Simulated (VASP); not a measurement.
## CdBr2 (Fm-3m): band edges, masses and strain

Aim: the gap of CdBr2, the masses at its band edges and their response to strain. The cell is generated by rule, not measured, and may not be a known phase.

Program: VASP 6.6.1. Level of theory: PBE; plane waves and PAW (Cd, Br), in the first sound run; inputs show where later runs differ. Results are calculated unless marked as measured.

The structure was built from a prototype and need not be the compound's stable phase.

## (1) Set-up

Symmetry: Fm-3m, No. 225, cubic system. The conventional cell has a = 6.989 Å, b = 6.989 Å, c = 6.989 Å, α = 90.00°, β = 90.00°, γ = 90.00°. Cd has 8 Br at 3.03 Å nearest. Nearest to Br lie 4 Cd at 3.03 Å. Farther neighbours and most contacts between anions are not listed.

## (2) Relaxation of the atoms

The cell is kept as given; the atoms are relaxed first, so that no residual force shifts the band edges.

Input file INCAR:

```
SYSTEM = CdBr2
PREC = Accurate
ENCUT = 400
EDIFF = 1E-06
NELM = 100
ISMEAR = 0
SIGMA = 0.02
LREAL = .FALSE.
ALGO = Normal
GGA = PE
NBANDS = 19
LORBIT = 11
LWAVE = .FALSE.
LCHARG = .FALSE.
KPAR = 4
IBRION = 2
NSW = 40
ISIF = 2
EDIFFG = -0.005
```

Input file POSCAR:

```
CdBr2
1.0
    0.0000000000      3.4945900000      3.4945900000
    3.4945900000      0.0000000000      3.4945900000
    3.4945900000      3.4945900000      0.0000000000
Cd Br
1 2
Direct
    0.0000000000      0.0000000000      0.0000000000
    0.2500000000      0.2500000000      0.2500000000
    0.7500000000      0.7500000000      0.7500000000
```

Input file KPOINTS:

```
Automatic mesh
0
Gamma
8 8 8
0 0 0
```

The projector-augmented-wave data sets are Cd and Br (PBE family, release 64).

On the command line:

```sh
> mpirun -np 4 vasp_std
```

What it wrote:

```text
[banner, memory and clock lines left out]
running    4 mpi-ranks, on    1 nodes
 distrk:  each k-point on    1 cores,    4 groups
 distr:  one band on    1 cores,    1 groups

 POSCAR found type information on POSCAR CdBr
 POSCAR found :  2 types and       3 ions
 LDA part: xc-table for (Slater+PW92), standard interpolation
 POSCAR, INCAR and KPOINTS ok, starting setup
 FFT: planning ... GRIDC
 FFT: planning ... GRID_SOFT
 FFT: planning ... GRID
 WAVECAR not read
 entering main loop
       N       E                     dE             d eps       ncg     rms          rms(c)
DAV:   1     0.153099771132E+03    0.15310E+03   -0.10781E+04  1126   0.977E+02
DAV:   2     0.259889739377E+01   -0.15050E+03   -0.14600E+03  1363   0.255E+02
DAV:   3    -0.642725851365E+01   -0.90262E+01   -0.89985E+01  1245   0.621E+01
DAV:   4    -0.649596177536E+01   -0.68703E-01   -0.68685E-01  1263   0.572E+00
DAV:   5    -0.649645336909E+01   -0.49159E-03   -0.49158E-03  1294   0.474E-01    0.595E+00
DAV:   6    -0.583942885448E+01    0.65702E+00   -0.10193E+00  1191   0.104E+01    0.470E+00
DAV:   7    -0.576899250189E+01    0.70436E-01   -0.31254E-01  1159   0.364E+00    0.225E+00
DAV:   8    -0.576706685210E+01    0.19256E-02   -0.34144E-02  1271   0.199E+00    0.404E-01
DAV:   9    -0.576688772854E+01    0.17912E-03   -0.53360E-03  1202   0.756E-01    0.130E-01
DAV:  10    -0.576682048600E+01    0.67243E-04   -0.62733E-04  1206   0.262E-01    0.483E-02
DAV:  11    -0.576684613142E+01   -0.25645E-04   -0.17720E-04  1203   0.123E-01    0.204E-02
DAV:  12    -0.576683854863E+01    0.75828E-05   -0.32247E-05  1226   0.499E-02    0.679E-03
DAV:  13    -0.576683853847E+01    0.10166E-07   -0.12649E-06   990   0.882E-03
   1 F= -.57668385E+01 E0= -.57668385E+01  d E =-.576684E+01
 curvature:   0.00 expect dE= 0.000E+00 dE for cont linesearch  0.000E+00
 trial: gam= 0.00000 g(F)=  0.114E-46 g(S)=  0.000E+00 ort = 0.000E+00 (trialstep = 0.100E+01)
 search vector abs. value=  0.100E-09
 reached required accuracy - stopping structural energy minimisation
```

It took 15 s on 4 MPI ranks of AMD EPYC 7R43, shared host; peak memory 0.65 GiB; 57 s of CPU time.

The logs omit lines about the potential files and the build; timing stands in the text.

Parts of OUTCAR (step 2):

```text
ion  position               nearest neighbor table
   1  0.000  0.000  0.000-   3 3.03   3 3.03   3 3.03   2 3.03   3 3.03   2 3.03   2 3.03   2 3.03

  LATTYP: Found a face centered cubic cell.
 ALAT       =     6.9891800000

 Subroutine GETGRP returns: Found 48 space group operations
 (whereof 48 operations were pure point group operations)

The static configuration has the point symmetry O_h .

 Found     29 irreducible k-points:

   k-points           NKPTS =     29   k-points in BZ     NKDIM =     29   number of bands    NBANDS=     19

   dimension x,y,z NGX =    32 NGY =   32 NGZ =   32
   dimension x,y,z NGXF=    64 NGYF=   64 NGZF=   64

   ENCUT  =  400.0 eV  29.40 Ry    5.42 a.u.   8.06  8.06  8.06*2*pi/ulx,y,z

   NELECT =      26.0000    total number of electrons

 k-points in reciprocal lattice and weights: Automatic mesh
   0.00000000  0.00000000  0.00000000       0.002
   0.12500000  0.00000000  0.00000000       0.016
   0.25000000  0.00000000  0.00000000       0.016
   0.37500000  0.00000000  0.00000000       0.016
   0.50000000  0.00000000  0.00000000       0.008
   0.12500000  0.12500000  0.00000000       0.012
   0.25000000  0.12500000  0.00000000       0.047
   0.37500000  0.12500000  0.00000000       0.047
   0.50000000  0.12500000  0.00000000       0.047
[...]
-0.37500000  0.50000000  0.12500000       0.023
  -0.25000000  0.50000000  0.25000000       0.012

 average (electrostatic) potential at core
       1 -40.3328       2 -63.8563       3 -63.8563

 E-fermi :   0.8238

 k-point     1 :       0.0000    0.0000    0.0000
  band No.  band energies     occupation
    ...
      9      -1.3562      2.00000
     10      -1.3562      2.00000
     11      -0.1592      2.00000
     12      -0.1592      2.00000
     13      -0.1592      2.00000
     14       0.9762      0.00000
     15       5.4802      0.00000
     16       5.4802      0.00000
     17       5.4802      0.00000
     18       8.8673      0.00000
    ...

 k-point     2 :       0.1250    0.0000    0.0000
  band No.  band energies     occupation
    ...
      9      -1.3731      2.00000
     10      -1.3731      2.00000
     11      -0.7150      2.00000
     12      -0.2483      2.00000
     13      -0.2483      2.00000
     14       1.7599      0.00000
     15       5.5624      0.00000
     16       5.6956      0.00000
     17       5.6956      0.00000
     18       9.1125      0.00000
    ...

 k-point     3 :       0.2500    0.0000    0.0000
  band No.  band energies     occupation
    ...
      9      -1.4036      2.00000
     10      -1.4036      2.00000
     11      -1.1883      2.00000
     12      -0.4632      2.00000
     13      -0.4632      2.00000
     14       2.7607      0.00000
     15       6.0696      0.00000
     16       6.2898      0.00000
     17       6.2898      0.00000
     18       9.7645      0.00000
    ...

  Total        0.1041315      0.1041315      0.1041315     -0.0000000      0.0000000      0.0000000
  in kB        1.9546732      1.9546732      1.9546732     -0.0000000      0.0000000      0.0000000
  external PRESSURE =       1.9546732 kB  Pullay stress =       0.0000000 kB

  energy-cutoff  :      400.00
  volume of cell :       85.35
      direct lattice vectors                 reciprocal lattice vectors
     0.000000000  3.494590000  3.494590000    -0.143078301  0.143078301  0.143078301
     3.494590000  0.000000000  3.494590000     0.143078301 -0.143078301  0.143078301
     3.494590000  3.494590000  0.000000000     0.143078301  0.143078301 -0.143078301

 POSITION                                       TOTAL-FORCE (eV/Angst)
 -----------------------------------------------------------------------------------
      0.00000      0.00000      0.00000         0.000000      0.000000     -0.000000
      1.74730      1.74730      1.74730         0.000000     -0.000000     -0.000000
      5.24188      5.24188      5.24188        -0.000000      0.000000      0.000000
 -----------------------------------------------------------------------------------
    total drift:                                0.000000     -0.000000      0.000000

  FREE ENERGIE OF THE ION-ELECTRON SYSTEM (eV)
  ---------------------------------------------------
  free  energy   TOTEN  =        -5.7668385385 eV

  energy  without entropy=       -5.7668385385  energy(sigma->0) =       -5.76683854

 reached required accuracy - stopping structural energy minimisation

 total charge
# of ion       s       p       d       tot
------------------------------------------
    1        0.314   0.163   9.593  10.069
    2        1.622   3.220   0.011   4.853
    3        1.622   3.220   0.011   4.853
--------------------------------------------------
tot          3.557   6.602   9.615  19.775

[... 3 further parts left out ...]
```

CONTCAR:

```
CdBr2
   1.00000000000000
     0.0000000000000000    3.4945900000000001    3.4945900000000001
     3.4945900000000001    0.0000000000000000    3.4945900000000001
     3.4945900000000001    3.4945900000000001    0.0000000000000000
  Cd              Br
     1     2
Direct
     0.0000000000000000    0.0000000000000000    0.0000000000000000
     0.2500000000000000    0.2500000000000000    0.2500000000000000
     0.7500000000000000    0.7500000000000000    0.7500000000000000
```

The gap is read on the k-mesh alone, so it is an upper bound where the band edges lie off the mesh. The run keeps the 48 symmetry operations of its start, so it cannot find a distortion of lower symmetry.

The forces vanish from the start, and no atom moves.

Numbers from this step:

```
SCF cycles                     : 13
electrons                      : 26
bands                          : 19
irreducible k-points           : 29
symmetry operations            : 48
free energy (TOTEN)            : -5.767 eV
Fermi energy                   : 0.8238 eV
pressure                       : 0.1955 GPa
metallic                       : no
valence top at k               : 0.5, 0.5, 0
conduction bottom at k         : 0, 0, 0
least direct gap at k          : 0, 0, 0
gap on the k-mesh              : 0.2496 eV
least direct gap on the k-mesh : 1.135 eV
```

## (3) Bands on a dense mesh

A dense even mesh and a path are solved together, since either alone can miss a band edge.

INCAR: that of step 2 with these lines changed.

```diff
@@ -10,3 +10,3 @@
 GGA = PE
-NBANDS = 19
+NBANDS = 26
 LORBIT = 11
@@ -15,5 +15,2 @@
 KPAR = 4
-IBRION = 2
-NSW = 40
 ISIF = 2
-EDIFFG = -0.005
```

POSCAR is that of step 2.

Input file KPOINTS:

```
Automatic mesh
0
Gamma
10 10 10
0 0 0
```

Input file KPOINTS_OPT:

```
Line mode
24
Line-mode
Reciprocal
  0.00000000   0.00000000   0.00000000 GAMMA
  0.50000000   0.00000000   0.50000000 X

  0.50000000   0.00000000   0.50000000 X
  0.50000000   0.25000000   0.75000000 W

  0.50000000   0.25000000   0.75000000 W
  0.37500000   0.37500000   0.75000000 K

  0.37500000   0.37500000   0.75000000 K
  0.00000000   0.00000000   0.00000000 GAMMA

  0.00000000   0.00000000   0.00000000 GAMMA
  0.50000000   0.50000000   0.50000000 L

  0.50000000   0.50000000   0.50000000 L
  0.62500000   0.25000000   0.62500000 U

  0.62500000   0.25000000   0.62500000 U
  0.50000000   0.25000000   0.75000000 W

  0.50000000   0.25000000   0.75000000 W
  0.50000000   0.50000000   0.50000000 L

  0.50000000   0.50000000   0.50000000 L
  0.37500000   0.37500000   0.75000000 K

  0.62500000   0.25000000   0.62500000 U
  0.50000000   0.00000000   0.50000000 X
```

On the command line:

```sh
> mpirun -np 4 vasp_std
```

What it wrote:

```text
[... set-up lines as in an earlier step ...]
 entering main loop
       N       E                     dE             d eps       ncg     rms          rms(c)
DAV:   1     0.151028455865E+03    0.15103E+03   -0.10401E+04  2516   0.721E+02
DAV:   2     0.233176616589E+01   -0.14870E+03   -0.14140E+03  2994   0.203E+02
DAV:   3    -0.644352935311E+01   -0.87753E+01   -0.87343E+01  2932   0.496E+01
DAV:   4    -0.649614692089E+01   -0.52618E-01   -0.52607E-01  2906   0.397E+00
DAV:   5    -0.649645854272E+01   -0.31162E-03   -0.31161E-03  2922   0.301E-01    0.595E+00
DAV:   6    -0.583987007121E+01    0.65659E+00   -0.70192E-01  2668   0.760E+00    0.477E+00
DAV:   7    -0.576928417711E+01    0.70586E-01   -0.26113E-01  2752   0.264E+00    0.221E+00
DAV:   8    -0.576699320086E+01    0.22910E-02   -0.27354E-02  2866   0.139E+00    0.396E-01
DAV:   9    -0.576695831473E+01    0.34886E-04   -0.31726E-03  2840   0.475E-01    0.102E-01
DAV:  10    -0.576690311422E+01    0.55201E-04   -0.59373E-04  2794   0.210E-01    0.616E-02
DAV:  11    -0.576692867615E+01   -0.25562E-04   -0.61698E-05  2648   0.519E-02    0.129E-02
DAV:  12    -0.576692555009E+01    0.31261E-05   -0.10521E-05  2798   0.206E-02    0.613E-03
DAV:  13    -0.576692537624E+01    0.17385E-06   -0.72766E-07  2264   0.489E-03
   1 F= -.57669254E+01 E0= -.57669254E+01  d E =-.633904E-20
 Start KPOINTS_OPT (optional k-point list driver)
k-point batch [1-47\240]
       N       E                     dE             ncg
DAV:   1     0.872833638598E+03   -0.22546E+05     2540
DAV:   2    -0.595569171601E+04   -0.68285E+04     2950
DAV:   3    -0.635909736113E+04   -0.40341E+03     2970
DAV:   4    -0.636152826633E+04   -0.24309E+01     2876
DAV:   5    -0.636154320761E+04   -0.14941E-01     2872
DAV:   6    -0.636154337367E+04   -0.16606E-03     2984
DAV:   7    -0.636154337588E+04   -0.22046E-05     2346
DAV:   8    -0.636154337604E+04   -0.16688E-06     2064
[...]
k-point batch [236-240\240]
       N       E                     dE             ncg
DAV:   1     0.268833428440E+05   -0.30955E+04      268
DAV:   2     0.261528189699E+05   -0.73052E+03      330
DAV:   3     0.261076701313E+05   -0.45149E+02      320
DAV:   4     0.261073828853E+05   -0.28725E+00      288
DAV:   5     0.261073810864E+05   -0.17988E-02      280
DAV:   6     0.261073810656E+05   -0.20794E-04      310
DAV:   7     0.261073810654E+05   -0.29185E-06      252
```

Elapsed: 90 s, on 4 MPI ranks; peak memory 0.86 GiB; 5.9 min of CPU time.

OUTCAR, selected parts (step 3):

```text
The static configuration has the point symmetry O_h .

 Found     47 irreducible k-points:

   k-points           NKPTS =     47   k-points in BZ     NKDIM =     47   number of bands    NBANDS=     26

   NELECT =      26.0000    total number of electrons

 E-fermi :   0.8578

 k-point     1 :       0.0000    0.0000    0.0000
  band No.  band energies     occupation
    ...
      9      -1.3562      2.00000
     10      -1.3562      2.00000
     11      -0.1592      2.00000
     12      -0.1592      2.00000
     13      -0.1592      2.00000
     14       0.9764      0.00000
     15       5.4803      0.00000
     16       5.4803      0.00000
     17       5.4803      0.00000
     18       8.8673      0.00000
    ...

 k-point     2 :       0.1000    0.0000    0.0000
  band No.  band energies     occupation
    ...
      9      -1.3675      2.00000
     10      -1.3675      2.00000
     11      -0.5814      2.00000
     12      -0.2173      2.00000
     13      -0.2173      2.00000
     14       1.5445      0.00000
     15       5.5252      0.00000
     16       5.6191      0.00000
     17       5.6191      0.00000
     18       9.0258      0.00000
    ...

  Total        0.1053647      0.1053647      0.1053647      0.0000000     -0.0000000      0.0000000
  in kB        1.9778208      1.9778208      1.9778208      0.0000000     -0.0000000      0.0000000
  external PRESSURE =       1.9778208 kB  Pullay stress =       0.0000000 kB

 POSITION                                       TOTAL-FORCE (eV/Angst)
 -----------------------------------------------------------------------------------
      0.00000      0.00000      0.00000         0.000000      0.000000      0.000000
      1.74730      1.74730      1.74730         0.000000     -0.000000     -0.000000
      5.24188      5.24188      5.24188        -0.000000     -0.000000      0.000000
 -----------------------------------------------------------------------------------
    total drift:                                0.000000     -0.000000      0.000000

  FREE ENERGIE OF THE ION-ELECTRON SYSTEM (eV)
  ---------------------------------------------------
  free  energy   TOTEN  =        -5.7669253762 eV

  energy  without entropy=       -5.7669253762  energy(sigma->0) =       -5.76692538

 total charge
# of ion       s       p       d       tot
------------------------------------------
    1        0.314   0.163   9.593  10.069
    2        1.622   3.219   0.011   4.853
    3        1.622   3.219   0.011   4.853
--------------------------------------------------
tot          3.557   6.602   9.615  19.775

[... 6 parts as in an earlier step ...]

[... 6 further parts left out ...]
```

Numbers from this step:

* bands: 26
* irreducible k-points: 47
* Fermi energy: 0.8578 eV
* pressure: 0.1978 GPa
* least gap on mesh and path: 0.2497 eV
* least direct gap on mesh and path: 1.136 eV
* valence top at k: 0.5, 0, 0.5

Electronic bands along the path, in eV, zero at the valence-band top; v1 is the highest filled band, c1 the lowest empty one:

| point | v4 | v3 | v2 | v1 | c1 | c2 | c3 | c4 |
| --- | --- | --- | --- | --- | --- | --- | --- | --- |
| Γ | -2.08 | -0.89 | -0.89 | -0.89 | 0.25 | 4.75 | 4.75 | 4.75 |
| 0.48 of the way | -2.76 | -1.26 | -0.52 | -0.52 | 1.69 | 4.37 | 6.29 | 6.29 |
| X | -3.35 | -0.17 | -0.17 | 0.00 | 1.87 | 5.14 | 7.93 | 8.40 |
| 0.48 of the way | -3.01 | -0.77 | -0.16 | -0.01 | 2.11 | 5.71 | 7.07 | 7.87 |
| W | -2.02 | -2.02 | -0.15 | -0.02 | 2.44 | 6.39 | 6.83 | 6.83 |
| 0.48 of the way | -2.57 | -1.43 | -0.26 | -0.05 | 2.39 | 6.43 | 6.61 | 7.26 |
| K | -3.06 | -0.95 | -0.55 | -0.06 | 2.34 | 6.29 | 6.93 | 7.65 |
| 0.48 of the way | -2.19 | -1.87 | -1.59 | -0.45 | 2.25 | 5.52 | 5.68 | 6.60 |
| Γ | -2.08 | -0.89 | -0.89 | -0.89 | 0.25 | 4.75 | 4.75 | 4.75 |
| 0.48 of the way | -2.13 | -1.88 | -1.17 | -1.17 | 1.96 | 5.28 | 5.50 | 5.50 |
| L | -2.14 | -2.14 | -1.51 | -1.51 | 2.90 | 6.81 | 6.81 | 6.91 |
| 0.48 of the way | -2.58 | -1.69 | -1.06 | -0.70 | 2.71 | 6.65 | 7.01 | 7.15 |
| U | -3.06 | -0.95 | -0.55 | -0.06 | 2.34 | 6.29 | 6.93 | 7.65 |
| 0.52 of the way | -2.57 | -1.43 | -0.26 | -0.05 | 2.39 | 6.43 | 6.61 | 7.26 |
| W | -2.02 | -2.02 | -0.15 | -0.02 | 2.44 | 6.39 | 6.83 | 6.83 |
| 0.52 of the way | -2.12 | -2.05 | -0.72 | -0.67 | 2.66 | 6.67 | 6.84 | 7.25 |
| L | -2.14 | -2.14 | -1.51 | -1.51 | 2.90 | 6.81 | 6.81 | 6.91 |
| 0.52 of the way | -2.63 | -1.62 | -1.01 | -0.61 | 2.68 | 6.62 | 7.05 | 7.18 |
| K | -3.06 | -0.95 | -0.55 | -0.06 | 2.34 | 6.29 | 6.93 | 7.65 |
| jump to U | -3.06 | -0.95 | -0.55 | -0.06 | 2.34 | 6.29 | 6.93 | 7.65 |
| 0.52 of the way | -3.28 | -0.39 | -0.26 | -0.01 | 2.00 | 5.46 | 7.42 | 8.22 |
| X | -3.35 | -0.17 | -0.17 | 0.00 | 1.87 | 5.14 | 7.93 | 8.40 |

Of the projections kept (Cd, Br), the largest for each band there; the rest of the weight can lie on other orbitals:

| point | v4 | v3 | v2 | v1 | c1 | c2 | c3 | c4 |
| --- | --- | --- | --- | --- | --- | --- | --- | --- |
| Γ | Br 0.89 | Br 0.96 | Br 0.96 | Br 0.96 | Cd 0.78 | Cd 0.63 | Cd 0.63 | Cd 0.63 |
| X | Br 0.94 | Br 0.97 | Br 0.97 | Br 1.00 | Cd 0.64 | Cd 0.59 | Br 0.74 | Cd 0.60 |
| W | Br 0.93 | Br 0.93 | Br 1.00 | Br 0.97 | Cd 0.57 | Cd 0.56 | Cd 0.50 | Cd 0.50 |
| K | Br 0.93 | Br 0.96 | Br 0.96 | Br 0.99 | Cd 0.58 | Br 0.52 | Cd 0.52 | Cd 0.61 |
| Γ | Br 0.89 | Br 0.96 | Br 0.96 | Br 0.96 | Cd 0.78 | Cd 0.63 | Cd 0.63 | Cd 0.63 |
| L | Br 0.94 | Br 0.94 | Br 0.92 | Br 0.92 | Br 0.52 | Cd 0.57 | Cd 0.57 | Br 0.75 |

On this path the gap is indirect, 0.25 eV, with the valence top at X and the conduction bottom at Γ. The least direct gap is 1.14 eV.

[end of part 1 of 8]

[Lines on the potential files, build, host, timing and source positions are cut from VASP's logs without a mark.]

[Logs are printed without paths, hosts, clocks, repeated set-up lines and the standing remarks that a program may print on its own settings, such as how far it seeks lower states.]

[Hosts, paths, dates, database ids (printed as entryN), source tags and the programs' standing remarks are cut or masked in the printed files.]

[In band tables of VASP the shares of atoms and orbitals are scaled to a sum of 1 inside the atoms' spheres.]

[Gaps and slopes under strain along one axis are those of the sampled path and mesh points; where strain splits equal valleys, another of them can be the edge.]
